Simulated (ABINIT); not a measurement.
Runs of ABINIT 10.8.3 (patched build) on Nb. It takes space group Fm-3m (No. 225, cubic). Conventional cell: a = 4.230 Å, b = 4.230 Å, c = 4.230 Å, α = 90.00°, β = 90.00°, γ = 90.00°. Nb (site symmetry m-3m) is surrounded by 12 Nb at 2.99 Å. This isn't the form of Nb at room conditions, which is bcc.

| task | level | potentials or basis | spin | cell | k mesh | smearing | cutoff smearing ecutsm (Ha) | bands in the sums | broadening (eV) | scissor shift (eV) | tensor components | gap on the mesh (eV) | pressure (GPa) |
| --- | --- | --- | --- | --- | --- | --- | --- | --- | --- | --- | --- | --- | --- |
| optical spectrum | LDA | PseudoDojo NC SR LDA v0.4 stringent | off | cell relaxed at zero pressure by an earlier run | 12 × 12 × 12, with 4 shifts | gaussian 0.136 eV | 0.5 | 14 | 0.1 | 0 | [11] | - | 0.6 |
| single point | LDA | PseudoDojo NC SR LDA v0.4 stringent | off | cell relaxed | 8 × 8 × 8 | fermi-dirac 0.05 eV | - | - | - | - | - | none | (a) |
| relaxation of cell and atoms | LDA | PseudoDojo NC SR LDA v0.4 stringent | off | relaxed | 8 × 8 × 8 | fermi-dirac 0.05 eV | 0.5 | - | - | - | - | none | 0.0 |
| single point | PBE | PseudoDojo NC FR PBE v0.4 stringent | SOC, no magnetisation | as given | 8 × 8 × 8 | fermi-dirac 0.05 eV | - | - | - | - | - | none | -1.5 |

Alike in all rows: cutoff (eV) 1116.

**Question.** Fill in the values left out.

**Answer.** (a) -0.1.

Caveats: the intraband (Drude) term is left out (some runs); spectra need much finer meshes, so this one isn't converged (some runs); independent-particle spectra lack excitons (some runs).

A k mesh can miss the band edges, and rows without SOC leave out spin-orbit coupling on Nb.

A gap of «none» marks a metal or a gap under the smearing width.
